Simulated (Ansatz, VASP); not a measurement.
One calculation of Sn, two programs

The input INCAR:

```
SYSTEM = Sn
  PREC = Accurate
  ENCUT = 520
  EDIFF = 1E-6
  ISMEAR = -1
  SIGMA = 0.1
  LREAL = .FALSE.
  LASPH = .TRUE.
  NELM = 60
  ALGO = Normal
  ISIF = 2
  LWAVE = .FALSE.
  LCHARG = .FALSE.
  GGA = B5
  ALDAX = 1.0
  AGGAX = 1.0
  AGGAC = 1.0
  ALDAC = 0.0
  NBANDS = 28
```

Contents of KPOINTS:

```
regular mesh
0
G
  7 7 11
  0 0 0
```

POSCAR

```
Sn
1.0
    5.6199939500      0.0000000000      0.0000000000
   -2.8099969750      4.8670575298      0.0000000000
    0.0000000000      0.0000000000      3.2649614341
Sn
3
Direct
    1.0000000000      1.0000000000      0.0000000000
    0.3333333333      0.6666666667      0.5000000000
    0.6666666667      0.3333333333      0.5000000000
```

Input for Ansatz:

```yaml
crystal:
  lattice:
    - [5.61999395, 0.0, 0.0]
    - [-2.809996975, 4.8670575298, 0.0]
    - [0.0, 0.0, 3.2649614341]
  atoms:
    - { symbol: Sn, position: [1.0, 1.0, 0.0] }
    - { symbol: Sn, position: [0.3333333333, 0.6666666667, 0.5] }
    - { symbol: Sn, position: [0.6666666667, 0.3333333333, 0.5] }
hamiltonian:
  xc: blyp
  pseudopotentials:
    kind: paw
    azcp:
      Sn: "pseudopotentials/Sn.paw.azcp"
basis:
  ecutwfc: 420
  fft_grid_basis: typed
kpoints:
  mp_grid: { grid: [7, 7, 11], shift: [0, 0, 0] }
magnetization:
  spin_polarized: false
scf:
  occupations: { method: fermi_dirac, width: 0.1 }
  lower_state_search: "off"
output:
  stress: true
  write_density: true
  write_potential: true
  elf: true
  volumetric_format: npy
```

Alike in both runs: task single point; functional BLYP; k mesh 7 × 7 × 11; occupations fermi-dirac, width 0.1 eV; no spin polarisation.

|  | VASP | Ansatz |
| --- | --- | --- |
| version | VASP 6.6.1 | Ansatz 0.2.0 |
| potentials or method | VASP PAW PBE potentials, release 64 (Sn_d) | plane waves (420 eV) with PAW, scalar-relativistic |
| plane-wave cutoff (eV) | 520 | 420 |
| valence electrons in the cell | 42 | 42 |

VASP gave:

| Item | Value |
| --- | --- |
| pressure (GPa) | 1.4 |
| largest component of the traceless stress (GPa) | 0.75 |

Task: Estimate Ansatz's values.

Result: Pressure (GPa): 1.5; largest component of the traceless stress (GPa): 0.76.

Caveats: the PAW data sets were made with another functional, which shifts forces and pressure a little (VASP).
